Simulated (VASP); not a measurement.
# LaH3 (Fm-3m) in VASP: further runs

Runs on LaH3. Level: LDA. Tasks: single point.

Program: VASP 6.6.1. These are calculated values, not measurements. Logs are shortened: lines on timing, memory, paths and dates and some standing lists are left out, and cuts for length are marked.

## 1. The structure

The structure is cubic, space group Fm-3m (No. 225). Conventional cell: a = 5.573 Å, b = 5.573 Å, c = 5.573 Å, α = 90.00°, β = 90.00°, γ = 90.00°. La (site symmetry m-3m) has 8 H at 2.41 Å as nearest neighbours. H (site symmetry -43m) has 4 La at 2.41 Å and 4 H at 2.41 Å as nearest neighbours. Around H (site symmetry m-3m) lie 8 H at 2.41 Å.

The cell comes from a database or a generator and needn't be the stable form of this composition.

## 2. Single point, LDA

Contents of INCAR:

```
PREC = Accurate
ENCUT = 550
EDIFF = 1E-6
ISMEAR = 0
SIGMA = 0.05
LREAL = F
LASPH = T
NELM = 100
ALGO = Normal
ISIF = 2
LWAVE = F
LCHARG = F
GGA = CA
NBANDS = 15
ADDGRID = F
```

Contents of KPOINTS:

```
regular mesh
0
Gamma
  2 2 2
```

Contents of POSCAR:

```
LaH3
1.0
    0.0000000000      2.7864794500      2.7864794500
    2.7864794500      0.0000000000      2.7864794500
    2.7864794500      2.7864794500      0.0000000000
La H
1 3
Direct
    0.0010720000     -0.0024160000     -0.0049440000
    0.2532360000      0.2274950000      0.2357170000
    0.7573300000      0.7385030000      0.7643790000
    0.4948670000      0.5128930000      0.4979460000
```

Potentials or basis: VASP PAW LDA potentials, release 64 (La, H).

Command:

```console
> cat potpaw_LDA.64/La/POTCAR potpaw_LDA.64/H/POTCAR > POTCAR
> mpirun -np 1 vasp_std > vasp.out
```

OUTCAR:

```text
PREC = Accurate
   ENCUT = 550
   EDIFF = 1E-6
   ISMEAR = 0
   LREAL = F
   LASPH = T
   NELM = 100
   ISIF = 2
   GGA = CA

 Found      8 irreducible k-points:

 Following reciprocal coordinates:
            Coordinates               Weight
  0.000000  0.000000  0.000000      1.000000
  0.500000  0.000000  0.000000      1.000000
  0.000000  0.500000  0.000000      1.000000
  0.000000  0.000000  0.500000      1.000000
  0.500000  0.500000  0.500000      1.000000
  0.500000  0.500000  0.000000      1.000000
   k-points           NKPTS =      8   k-points in BZ     NKDIM =      8   number of bands    NBANDS=     15
   number of dos      NEDOS =    301   number of ions     NIONS =      4
   total plane-waves  NPLWV =  27000
   dimension x,y,z NGX =    30 NGY =   30 NGZ =   30
   dimension x,y,z NGXF=    60 NGYF=   60 NGZF=   60
   ions per type =               1   3
   NGX,Y,Z   is equivalent  to a cutoff of  12.66, 12.66, 12.66 a.u.
   NGXF,Y,Z  is equivalent  to a cutoff of  25.31, 25.31, 25.31 a.u.
 SYSTEM =  unknown system
   PREC   = accura    normal or accurate (medium, high low for compatibility)
   ISTART =      0    job   : 0-new  1-cont  2-samecut
   ICHARG =      2    charge: 1-file 2-atom 10-const
   ISPIN  =      1    spin polarized calculation?
   LNONCOLLINEAR =      F non collinear calculations
   LSORBIT =      F    spin-orbit coupling
   LASPH  =      T    aspherical Exc in radial PAW
   ENCUT  =  550.0 eV  40.42 Ry    6.36 a.u.   7.54  7.54  7.54*2*pi/ulx,y,z
   NELM   =    100;   NELMIN=  2; NELMDL= -5     # of ELM steps
   EDIFF  = 0.1E-05   stopping-criterion for ELM
   LREAL  =      F    real-space projection
   EDIFFG = 0.1E-04   stopping-criterion for IOM
   NSW    =      0    number of steps for IOM
   IBRION =     -1    ionic relax: 0-MD 1-quasi-New 2-CG
   NFREE  =      0    steps in history (QN), initial steepest desc. (CG)
   ISIF   =      2    stress and relaxation
   ISYM   =      2    0-nonsym 1-usesym 2-fastsym
   POTIM  = 0.5000    time-step for ionic-motion
   TEBEG  =    0.0;   TEEND  =   0.0 temperature during run
   PSTRESS=    0.0 pullay stress
   NELECT =      14.0000    total number of electrons
   NUPDOWN=      -1.0000    fix difference up-down
   EMIN   =  10.00;   EMAX   =-10.00  energy-range for DOS
   EFERMI =   0.00;   METHOD = LEGACY
   ISMEAR =     0;   SIGMA  =   0.05  broadening in eV -4-tet -1-fermi 0-gaus
   EFERMI_NEDOS =   21; number of points for ismear=-14 and -15
   IALGO  =     38    algorithm
   IMIX   =      4    mixing-type and parameters
     AMIX     =   0.40;   BMIX     =  1.00
     AMIX_MAG =   1.60;   BMIX_MAG =  1.00
  volume/ion in A,a.u.               =      10.82        73.00
  Fermi-wavevector in a.u.,A,eV,Ry     =   1.123876  2.123817 17.185477  1.263097
  Thomas-Fermi vector in A             =   2.260545
   LORBIT       =      0    0 simple, 1 ext, 2 COOP (PROOUT), +10 PAW based schemes
   GGA     = CA    functional components
   LHFCALC =     F    Hartree Fock is set to
   AEXX    =    0.0000 exact exchange contribution
   IVDW    =     0    specifies the selected vdW correction
   LEPSILON=     F    determine dielectric tensor
   LRPA    =     F    only Hartree local field effects (RPA)
 non-spin polarized calculation
 Gauss-broadening in eV      SIGMA  =   0.05
  energy-cutoff  :      550.00
  volume of cell :       43.27
 maximum number of plane-waves:      1266
   NGX = 15   NGY = 15   NGZ = 15

 number of electron      14.0000000 magnetization

 Free energy of the ion-electron system (eV)
  ---------------------------------------------------
  ext. energy  EPLUGINS =         0.00000000
  ---------------------------------------------------
  free energy    TOTEN  =       -17.49773863 eV

  energy without entropy =      -17.48387711  energy(sigma->0) =      -17.49080787

 E-fermi :   7.6362     XC(G=0): -10.2753

 val. band max:        5.6645516763   @ k =   0.5000   0.5000   0.5000
 cond. band min:       7.6625855703   @ k =   0.0000   0.0000   0.0000
 fundamental gap:      1.9980338940
 Fermi energy:         7.6362335724

 k-point     1 :       0.0000    0.0000    0.0000
  band No.  band energies     occupation
      1     -25.4860      2.00000
      2      -8.8206      2.00000
      3      -8.8167      2.00000
      4      -8.7852      2.00000
      5      -0.4292      2.00000
      6       4.7963      2.00000
      7       7.6626      0.45606
      8       7.8727      0.00000
      9       7.8815      0.00000
     10       8.3252      0.00000
     11       8.9782      0.00000
     12       8.9801      0.00000
     13       8.9836      0.00000
     14       9.5928      0.00000
     15       9.6186      0.00000

 k-point     2 :       0.5000    0.0000    0.0000
  band No.  band energies     occupation
      1     -25.3530      2.00000
      2     -10.0208      2.00000
      3      -8.9507      2.00000
      4      -8.9238      2.00000
      5       1.6293      2.00000
      6       3.6080      2.00000
      7       5.5459      2.00000
      8       7.6717      0.31527
      9       7.6984      0.07874
     10       9.0596      0.00000
     11       9.0779      0.00000
     12       9.4865      0.00000
     13       9.5006      0.00000
     14       9.5117      0.00000
     15       9.6311      0.00000

 k-point     3 :       0.0000    0.5000    0.0000
  band No.  band energies     occupation
      1     -25.3532      2.00000
      2     -10.0196      2.00000
      3      -8.9484      2.00000
      4      -8.9216      2.00000
      5       1.5996      2.00000
      6       3.6403      2.00000
      7       5.5214      2.00000
      8       7.6654      0.40967
      9       7.6938      0.10337
     10       9.0613      0.00000
     11       9.0781      0.00000
     12       9.4866      0.00000
     13       9.4992      0.00000
     14       9.5108      0.00000
     15       9.6340      0.00000

 k-point     4 :       0.0000    0.0000    0.5000
  band No.  band energies     occupation
      1     -25.3539      2.00000
      2     -10.0112      2.00000
      3      -8.9471      2.00000
      4      -8.9193      2.00000
      5       1.5652      2.00000
      6       3.6501      2.00000
      7       5.4769      2.00000
      8       7.6698      0.34243
      9       7.6862      0.15759
     10       9.0634      0.00000
     11       9.0777      0.00000
     12       9.4882      0.00000
     13       9.4962      0.00000
     14       9.5134      0.00000
     15       9.6381      0.00000

 k-point     5 :       0.5000    0.5000    0.5000
  band No.  band energies     occupation
      1     -25.3512      2.00000
      2     -10.0301      2.00000
      3      -8.9518      2.00000
      4      -8.9483      2.00000
      5       1.7520      2.00000
      6       3.5450      2.00000
      7       5.6646      2.00000
      8       7.6950      0.09675
      9       7.7088      0.04011
     10       9.0653      0.00000
     11       9.0702      0.00000
     12       9.4953      0.00000
     13       9.5049      0.00000
     14       9.5087      0.00000
     15       9.6074      0.00000

 k-point     6 :       0.5000    0.5000    0.0000
  band No.  band energies     occupation
      1     -25.3098      2.00000
      2      -9.9499      2.00000
      3      -9.1839      2.00000
      4      -9.1691      2.00000
      5       2.0337      2.00000
      6       2.1257      2.00000
      7       4.6891      2.00000
      8       9.0305      0.00000
      9       9.0478      0.00000
     10       9.1848      0.00000
     11       9.4132      0.00000
     12       9.4224      0.00000
     13       9.4322      0.00000
     14       9.6920      0.00000
     15      12.1053      0.00000

 [... further k-points ...]

------------------------ aborting loop because EDIFF is reached ----------------------------------------

  FORCE on cell =-STRESS in cart. coord.  units (eV):
  Direction    XX          YY          ZZ          XY          YZ          ZX
  --------------------------------------------------------------------------------------
  -------------------------------------------------------------------------------------
  Total        0.2712034      0.1766238     -0.0299398      0.2970072      0.0611004      0.0466031
  in kB       10.0417214      6.5397665     -1.1085672     10.9971487      2.2623365      1.7255498
  external PRESSURE =       5.1576402 kB  Pullay stress =       0.0000000 kB

 VOLUME and BASIS-vectors are now :
 -----------------------------------------------------------------------------
  energy-cutoff  :      550.00
  volume of cell :       43.27
      direct lattice vectors                 reciprocal lattice vectors
     0.000000000  2.786479450  2.786479450    -0.179437892  0.179437892  0.179437892
     2.786479450  0.000000000  2.786479450     0.179437892 -0.179437892  0.179437892
     2.786479450  2.786479450  0.000000000     0.179437892  0.179437892 -0.179437892

 POSITION                                       TOTAL-FORCE (eV/Angst)
 -----------------------------------------------------------------------------------
      5.55245      2.77569      2.78273        -0.075441     -0.034351     -0.028221
      1.29073      1.36246      1.33955         0.205237      0.109365      0.107551
      4.18775      4.24021      4.16811        -0.071768     -0.131709     -0.026722
      2.81668      2.76645      2.80810        -0.058028      0.056695     -0.052609
 -----------------------------------------------------------------------------------
    total drift:                               -0.000212     -0.000403      0.000095

  FREE ENERGIE OF THE ION-ELECTRON SYSTEM (eV)
  ---------------------------------------------------
  free  energy   TOTEN  =       -17.4977386317 eV

  energy  without entropy=      -17.4838771146  energy(sigma->0) =      -17.49080787
```

Wall time 10 s (1 thread of Intel Xeon Platinum 8488C (Sapphire Rapids), shared host); peak memory 0.15 GiB.

These settings aren't checked as converged: the numbers below hold their error.

What came out:

```yaml
Free_energy: -17.4977 eV
Pressure: 0.5 GPa
Largest_force: 0.256 eV/Å
Band_gap_on_the_k_mesh: none (metal or under the smearing width)
```

Caveat: the k mesh is coarse (spacing up to 0.98 Å⁻¹), so the values aren't converged.

## 3. Single point, LDA

INCAR, as its differences from that of step 2:

```diff
@@ -1,3 +1,3 @@
 PREC = Accurate
-ENCUT = 550
+ENCUT = 250
 EDIFF = 1E-6
```

Contents of KPOINTS:

```
regular mesh
0
Gamma
  3 3 3
```

Contents of POSCAR:

```
LaH3
1.0
    0.0000000000      2.7864794500      2.7864794500
    2.7864794500      0.0000000000      2.7864794500
    2.7864794500      2.7864794500      0.0000000000
La H
1 3
Direct
    0.0000000000      0.0000000000      0.0000000000
    0.2500000000      0.2500000000      0.2500000000
    0.7500000000      0.7500000000      0.7500000000
    0.5000000000      0.5000000000      0.5000000000
```

Potentials or basis: VASP PAW LDA potentials, release 64 (La, H).

Command:

```console
> cat potpaw_LDA.64/La/POTCAR potpaw_LDA.64/H/POTCAR > POTCAR
> mpirun -np 1 vasp_std > vasp.out
```

Wall time 5.9 s (1 thread of Intel Xeon Platinum 8488C (Sapphire Rapids), shared host); peak memory 0.11 GiB.

The run converged, but some of its settings lie outside the range that counts as converged, so its numbers aren't taken as properties of the crystal.

Results:

- Free energy: -18.2853 eV
- Band gap on the k mesh: none (metal or under the smearing width)

Caveat: the k mesh is coarse (spacing up to 0.65 Å⁻¹), so the values aren't converged; the cutoff is under 1.25 times the usual one of these potentials, so pressure, stress and relaxed cells hold a basis-set (Pulay) error.

## 4. Single point, LDA

INCAR is that of step 3.

KPOINTS is that of step 3.

Contents of POSCAR:

```
LaH3
1.0
    0.0000000000      2.7864794500      2.7864794500
    2.7864794500      0.0000000000      2.7864794500
    2.7864794500      2.7864794500      0.0000000000
La H
1 3
Direct
    0.0010720000     -0.0024160000     -0.0049440000
    0.2532360000      0.2274950000      0.2357170000
    0.7573300000      0.7385030000      0.7643790000
    0.4948670000      0.5128930000      0.4979460000
```

Command:

```console
> cat potpaw_LDA.64/La/POTCAR potpaw_LDA.64/H/POTCAR > POTCAR
> mpirun -np 1 vasp_std > vasp.out
```

Wall time 6.8 s (1 thread of Intel Xeon Platinum 8488C (Sapphire Rapids), shared host); peak memory 0.12 GiB.

The run converged, but some of its settings lie outside the range that counts as converged, so its numbers aren't taken as properties of the crystal.

Results:

- Free energy: -18.2654 eV
- Largest force: 0.244 eV/Å
- Band gap on the k mesh: 0.16 eV, indirect (least direct gap 0.18 eV)

Caveat: the k mesh is coarse (spacing up to 0.65 Å⁻¹), so the values aren't converged; the cutoff is under 1.25 times the usual one of these potentials, so pressure, stress and relaxed cells hold a basis-set (Pulay) error; spin-orbit coupling is left out, which moves the levels of the heavy elements; an odd mesh through Γ misses points on the zone boundary, where band edges often lie.

(Part 1 of 2 ends here.)
